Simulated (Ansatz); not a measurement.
# TaAs: the cost of one run

Program: Ansatz 0.2.0. Level of theory: DFT PBE, scalar-relativistic, plane waves, PAW. These are calculated values, not measurements.

3 further runs of the same task are left out: 3 set aside as unsound or not needed.

**1. Starting point**

Symmetry: P6/mmm, No. 191, hexagonal system. Conventional cell: a = 5.264 Å, b = 5.264 Å, c = 2.922 Å, α = 90.00°, β = 90.00°, γ = 120.00°. Ta (site symmetry 6/mmm) is surrounded by 6 N at 2.63 Å and 2 Ta at 2.92 Å. Around Ta (site symmetry -6m2) lie 6 N at 2.11 Å. N (site symmetry mmm) is surrounded by 6 Ta at 2.11 to 2.63 Å.

Coordinates:

```xyz
6
Lattice="5.2636 0.0000 0.0000 -2.6318 4.5584 0.0000 0.0000 0.0000 2.9218" Properties=species:S:1:pos:R:3 pbc="T T T"
Ta    0.0000    0.0000    0.0000
Ta    0.0000    3.0389    1.4609
Ta    2.6318    1.5195    1.4609
N     2.6318    0.0000    0.0000
N     1.3159    2.2792    0.0000
N    -1.3159    2.2792    0.0000
```

This cell was relaxed beforehand with the same method: volume 11.68 Å³/atom, gap on the mesh none (metal).

**2. Swap N → As**

TaAs starts from the relaxed positions of TaN, with all lengths scaled by 1.130, a guess from tabulated radii.

**3. Probe: one point at the start (TaAs)**

input.yaml reads:

```yaml
crystal:
  lattice:
    - [5.9473709825, 0.0, 0.0]
    - [-2.9736854913, 5.1505743566, 0.0]
    - [0.0, 0.0, 3.3013838738]
  atoms:
    - { symbol: Ta, position: [0.0, 0.0, 0.0] }
    - { symbol: Ta, position: [0.3333333333, 0.6666666667, 0.5] }
    - { symbol: Ta, position: [0.6666666667, 0.3333333333, 0.5] }
    - { symbol: As, position: [0.5, 0.0, 0.0] }
    - { symbol: As, position: [0.5, 0.5, 0.0] }
    - { symbol: As, position: [0.0, 0.5, 0.0] }
basis:
  ecutwfc: 420
kpoints:
  mp_grid: { grid: [6, 6, 6] }
hamiltonian:
  xc: pbe
scf:
  occupations: { method: gaussian, width: 0.1 }
output:
  forces: true
  stress: true
  eigenvalues: true
```

The run is started by

```bash
ansatz run input.yaml --threads 1 --pin off --max-ram 2560MiB --backend cpu --events-out ev --progress --plain --runs-dir out
```

What time and memory should one allow on 1 thread of Intel Xeon 6975P-C (Granite Rapids), shared host?

About 3.9 s, with a peak of 0.48 GiB.
